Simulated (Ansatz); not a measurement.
# Te: electron density at the nuclei under pressure

```
CELL_PARAMETERS angstrom
0.00000 2.41708 2.41708
2.41708 0.00000 2.41708
2.41708 2.41708 0.00000
ATOMIC_POSITIONS crystal
Te 0.00000 0.00000 0.00000
```

Conventional cell: a = 4.834 Å, b = 4.834 Å, c = 4.834 Å, α = 90.00°, β = 90.00°, γ = 90.00°. Around Te (atom 1) lie 12 Te at 3.42 Å.

The structure comes from a relaxation in the same program, started in the fcc type, and has space group Fm-3m. Whether it is a known phase or the ground state wasn't checked.

No spin–orbit coupling, which matters for the heavy atoms here.

The calculation used Ansatz 0.2.0, DFT, PBE, all-electron PAW with datasets made for the crystal, scalar-relativistic.

The runs use a Γ-centred 14×14×14 k mesh, Fermi–Dirac smearing of 0.05 eV, cutoff 160 eV (chosen by the program for this cell), no spin polarisation.

The contact density is the mean electron density over the nuclear volume; its changes set Mössbauer isomer shifts. Changes below are taken from the unscaled cell, where it is 1.46864e+06 e/Å³ at Te.

The datasets are made afresh for each cell, so very small changes are uncertain. Scalar relativity leaves out the p1/2 density at heavy nuclei.

Q: Tabulate the changes with volume.

A: 
| V/V(cell) | P (GPa) | Δρ(0) Te (e/Å³) |
| --- | --- | --- |
| 0.9405 | 3.7 | -0.43 |
| 1.0000 | 0.0 | 0.00 |
| 1.0600 | -2.7 | 0.18 |
